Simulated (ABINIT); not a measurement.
# BN (P6_3mc) in ABINIT: equation of state

Aim: energy against volume of BN in PBE, for its equilibrium volume and stiffness.

Program: ABINIT 10.8.3 (patched build). These are calculated values, not measurements. Logs are shortened: lines on timing, memory, paths and dates and some standing lists are left out, and cuts for length are marked. The log counts tension as positive stress, the text compression.

## Step 1: Starting point

It takes space group P6_3mc (No. 186, hexagonal). The conventional cell has a = 2.554 Å, b = 2.554 Å, c = 4.227 Å, α = 90.00°, β = 90.00°, γ = 120.00°. N (site symmetry 3m) is surrounded by 4 B at 1.57 to 1.58 Å. B (site symmetry 3m) is surrounded by 4 N at 1.57 to 1.58 Å.

Measurements of this composition are mostly on another form, of space group No. 194.

## Step 2: Equation of state, PBE

File run.abi:

```
ndtset 7
getwfk -1
scalecart1 3*0.9795861087
scalecart2 3*0.9864848297
scalecart3 3*0.9932883884
scalecart4 3*1.0000000000
scalecart5 3*1.0066227096
scalecart6 3*1.0131594038
scalecart7 3*1.0196128224

pp_dirpath "./"
pseudos "N.GGA_PBE-JTH.xml, B.GGA_PBE-JTH.xml"

acell 3*1.0
rprim
     4.8262463860     0.0000000000     0.0000000000
    -2.4131231931     4.1796519752     0.0000000000
     0.0000000000     0.0000000000     7.9875983185
ntypat 2
znucl 7 5
natom 4
typat 1 1 2 2
xred
     0.3333333333     0.6666666667     0.1252760000
     0.6666666667     0.3333333333     0.6252760000
     0.3333333333     0.6666666667     0.4997240000
     0.6666666667     0.3333333333     0.9997240000

ecut 25.0
pawecutdg 47.0

kptopt 1
ngkpt 12 12 6
nshiftk 1
shiftk 0.0 0.0 0.0

ixc 11

nband 12
occopt 3
tsmear 0.05 eV

nstep 100
tolvrs 1.0e-9

iomode 3
prtwf 1
prtden 0
prteig 0
prtebands 0
enunit 1
```

Potentials or basis: JTH PAW PBE v2.0.

On the command line:

```
abinit run.abi > log 2>&1
```

run.abo:

```text
.Version 10.8.3 of ABINIT
 DATASET    1 : space group P6_3 m c (#186); Bravais hP (primitive hexag.)
================================================================================
 Values of the parameters that define the memory need for DATASET  1.
     intxc =       0    ionmov =       0      iscf =      17    lmnmax =       8
     lnmax =       4     mgfft =      36  mpssoang =       2    mqgrid =    3001
     natom =       4  nloc_mem =       2    nspden =       1   nspinor =       1
    nsppol =       1      nsym =      12    n1xccc =       1    ntypat =       2
    occopt =       3   xclevel =       2
       mpw =         918          nfft =       20736          nkpt =          76
 PAW method is used; the additional fine FFT grid is defined by:
   mgfftf=        50    nfftf =     45000
================================================================================
================================================================================
[... 71 lines left out ...]
 DATASET    7 : space group P6_3 m c (#186); Bravais hP (primitive hexag.)
================================================================================
 Values of the parameters that define the memory need for DATASET  7.
     intxc =       0    ionmov =       0      iscf =      17    lmnmax =       8
     lnmax =       4     mgfft =      40  mpssoang =       2    mqgrid =    3001
     natom =       4  nloc_mem =       2    nspden =       1   nspinor =       1
    nsppol =       1      nsym =      12    n1xccc =       1    ntypat =       2
    occopt =       3   xclevel =       2
       mpw =        1038          nfft =       23040          nkpt =          76
 PAW method is used; the additional fine FFT grid is defined by:
   mgfftf=        54    nfftf =     55296
================================================================================
================================================================================

--------------------------------------------------------------------------------
------------- Echo of variables that govern the present computation ------------
--------------------------------------------------------------------------------
 -outvars: echo values of preprocessed input variables --------
            acell      1.0000000000E+00  1.0000000000E+00  1.0000000000E+00 Bohr
              amu      1.40067400E+01  1.08110000E+01
             ecut      2.50000000E+01 Hartree
           enunit           1
           getwfk          -1
                       outvar_i_n : Printing only first  50 k-points.
              ixc          11
           jdtset        1    2    3    4    5    6    7
                       outvar_i_n : Printing only first  50 k-points.
         kptrlatt       12    0    0      0   12    0      0    0    6
          kptrlen1     4.69472421E+01
          kptrlen2     4.72778674E+01
          kptrlen3     4.76039320E+01
          kptrlen4     4.79255899E+01
          kptrlen5     4.82429872E+01
          kptrlen6     4.85562621E+01
          kptrlen7     4.88655460E+01
            natom           4
            nband          12
           ndtset           7
[... 164 lines left out ...]
 Pseudopotential format is: paw10
 basis_size (lnmax)=  4 (lmn_size=  8), orbitals=   0   0   1   1
 Spheres core radius: rc_sph= 1.20497474
 Shapefunction is SIN type: shapef(r)=[sin(pi*r/rshp)/(pi*r/rshp)]**2
 Radius for shape functions =  1.00243812
 Compensation charge density is not taken into account in XC energy/potential

- pspini: atom type   2  psp file is ./B.GGA_PBE-JTH.xml
 Pseudopotential format is: paw10
 basis_size (lnmax)=  4 (lmn_size=  8), orbitals=   0   0   1   1
 Spheres core radius: rc_sph= 1.70616958
 Shapefunction is SIN type: shapef(r)=[sin(pi*r/rshp)/(pi*r/rshp)]**2
 Radius for shape functions =  1.40269776
 Compensation charge density is not taken into account in XC energy/potential

   2.33230444E+02                                ecore*ucvol(ha*bohr**3)
--------------------------------------------------------------------------------

================================================================================

--- !BeginCycle
iteration_state: {dtset: 1, }
solver: {iscf: 17, nstep: 100, nline: 4, wfoptalg: 10, }
tolerances: {tolvrs: 1.00E-09, }
...
[... 1317 lines left out ...]
-Cartesian components of stress tensor (GPa)         [Pressure= -1.9836E+01 GPa]
- sigma(1 1)=  1.95471276E+01  sigma(3 2)=  0.00000000E+00
- sigma(2 2)=  1.95471276E+01  sigma(3 1)=  0.00000000E+00
- sigma(3 3)=  2.04133958E+01  sigma(2 1)=  6.09575059E-09

== END DATASET(S) ==============================================================
================================================================================

 -outvars: echo values of variables after computation  --------
            acell      1.0000000000E+00  1.0000000000E+00  1.0000000000E+00 Bohr
           etotal1    -2.5950575573E+01
           etotal2    -2.5952881856E+01
           etotal3    -2.5954208974E+01
           etotal4    -2.5954632999E+01
           etotal5    -2.5954243360E+01
           etotal6    -2.5953100163E+01
           etotal7    -2.5951283708E+01
            fcart1    -2.8477183424E-29 -5.7544583304E-28  7.2022883019E-04
                       8.5431550271E-29  9.3715464238E-28  7.2022883019E-04
                       4.2715775136E-28 -5.7544583303E-28 -7.2022883019E-04
                      -4.8411211820E-28  2.1373702369E-28 -7.2022883019E-04
            fcart2     3.9589250072E-28  2.3836444080E-27  3.7170972620E-04
                       6.2211678685E-28 -1.4040645143E-27  3.7170972620E-04
                      -7.3522892991E-28 -1.4040645143E-27 -3.7170972620E-04
                      -2.8278035766E-28  4.2448462059E-28 -3.7170972620E-04
            fcart3     3.9318082313E-28  5.5129313133E-28  3.6678014802E-05
                       1.6850606705E-28 -3.5671908497E-28  3.6678014802E-05
[... 66 lines left out ...]
                       1.2769698000E+00  7.3725885776E-01  2.6429509852E+00
                      -3.5278521504E-11  1.4745177155E+00  2.1122608866E+00
                       1.2769698000E+00  7.3725885776E-01  4.2256883852E+00
           xangst5    -3.5512358072E-11  1.4842830182E+00  5.3303036690E-01
                       1.2854268001E+00  7.4214150908E-01  2.6604544820E+00
                      -3.5512358072E-11  1.4842830182E+00  2.1262497770E+00
                       1.2854268001E+00  7.4214150908E-01  4.2536738922E+00
           xangst6    -3.5742934401E-11  1.4939214895E+00  5.3649170000E-01
                       1.2937739612E+00  7.4696074477E-01  2.6777306444E+00
                      -3.5742934401E-11  1.4939214895E+00  2.1400569805E+00
                       1.2937739612E+00  7.4696074477E-01  4.2812959249E+00
           xangst7    -3.5970440766E-11  1.5034371696E+00  5.3990893672E-01
                       1.3020147818E+00  7.5171858480E-01  2.6947867135E+00
                      -3.5970440766E-11  1.5034371696E+00  2.1536882842E+00
                       1.3020147818E+00  7.5171858480E-01  4.3085660610E+00
             xred      3.3333333333E-01  6.6666666667E-01  1.2527600000E-01
                       6.6666666667E-01  3.3333333333E-01  6.2527600000E-01
                       3.3333333333E-01  6.6666666667E-01  4.9972400000E-01
                       6.6666666667E-01  3.3333333333E-01  9.9972400000E-01
 Calculation completed.
```

Wall time 2.3 min (1 thread of Intel Xeon Platinum 8488C (Sapphire Rapids), shared host); peak memory 0.15 GiB.

Results:

| Item | Value |
| --- | --- |
| Equilibrium volume | 5.97 Å³/atom |
| Bulk modulus at fixed shape and positions | 373 GPa |
| Pressure derivative of the bulk modulus | 3.6 |

Energy against volume, from the lowest point:
```tsv
volume (Å³/atom)	energy (meV/atom)
5.611	27.60
5.730	11.91
5.850	2.88
5.969	0.00
6.088	2.65
6.208	10.43
6.327	22.78
```

Caveat: the cutoff is too short for stress, so the log's stress isn't used; pressures at fixed basis lie under the slope of the energies; the cell was scaled at fixed shape and fractional positions, which overstates the stiffness of a crystal with free parameters, most of all of layers and chains; the atomic spheres overlap.
